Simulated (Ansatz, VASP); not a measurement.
# Two plane-wave programs on Si5W

```
Si W
1.0
     0.00000    3.47545    3.47545
     3.47545    0.00000    3.47545
     3.47545    3.47545    0.00000
Si W
5 1
Direct
  0.37564 0.37564 0.87309
  0.37564 0.87309 0.37564
  0.87309 0.37564 0.37564
  0.37564 0.37564 0.37564
  0.75000 0.75000 0.75000
  0.00000 0.00000 0.00000
```

Change from the starting cell: species swapped into the DyCu5 type (F-43m, No. 216).

Alike in both runs: functional PBE; k mesh 10 × 10 × 10; occupations gaussian, width 0.1 eV; no spin polarisation.

Ansatz relaxed the structure, and its values are those at the end. VASP's run is a single point on that final structure, the one shown.

```csv
,VASP,Ansatz
version,VASP 6.6.1,Ansatz 0.2.0
potentials or method,"VASP PAW PBE potentials, release 64 (Si, W_sv)","scalar-relativistic, plane waves, PAW"
plane-wave cutoff (eV),520,420
valence electrons in the cell,34,34
```

```tsv
	VASP	Ansatz	Ansatz less VASP
gap on the k mesh at the Fermi level (eV)	none	none	-
pressure (GPa)	0.0	0.0	+0.06
```

A gap of «none» marks a metal or a gap that the smearing closes. The functional is the same, so the differences come from potentials, cutoffs and numerics.

Spin-orbit coupling is left out, which matters for the levels of W.
